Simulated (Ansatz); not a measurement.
**Collinear states of Fe$_{3}$Ge**

The calculation used DFT r2SCAN, scalar-relativistic, plane waves, PAW (Ansatz).

```
Fe Ge
1.0
     3.66050    0.00000    0.00000
     0.00000    3.66050    0.00000
     0.00000    0.00000    3.66050
Fe Ge
3 1
Direct
  0.00000 0.50000 0.50000
  0.50000 0.50000 0.00000
  0.50000 0.00000 0.50000
  0.00000 0.00000 0.00000
```

```json
{"plane-wave cutoff": "500 eV", "Γ-centred k-mesh": "12×12×12", "occupation rule": "Gaussian smearing, 0.1 eV", "list of starting moments (μB, in atom order)": "4 4 4 0", "check for lower electronic states after the SCF": "off"}
```

All runs keep this geometry, which stands near equilibrium for the lowest state (largest force there 0.000 eV/Å, pressure 0.3 GPa) and needn't be a stable compound; relaxing each order would shift the differences by some 100 meV/atom, going by the pressures and a bulk modulus of about 150 GPa. r2SCAN tends to overstate moments in metals, so a weak moment here may be absent in the real material. Site moments are spin moments in atom-centred spheres that scale with the neighbour distance. The states are those that the runs reached from these starts; a lower one can exist. No antiferromagnetic start is among these.

Problem. Starts tried: no spin; ferromagnetic. Which state comes out lowest, and what are the moments?

Solution. The lowest state is ferromagnetic, reached from the start “ferromagnetic”, with site moments (μB) Fe +2.73 (×3), Ge -0.14.

| start | ends | energy above lowest (meV/atom) | site moments (μB) | gap on mesh (eV) | P (GPa) |
| --- | --- | --- | --- | --- | --- |
| no spin | non-magnetic | 861 | none over 0.05 | metal | -23.6 |
| ferromagnetic | ferromagnetic | 0.00 | Fe +2.73 (×3), Ge -0.14 | metal | 0.3 |

Cost: 2 runs of about 2.1 core-minutes in all, on Arm Neoverse V1 (shared hosts).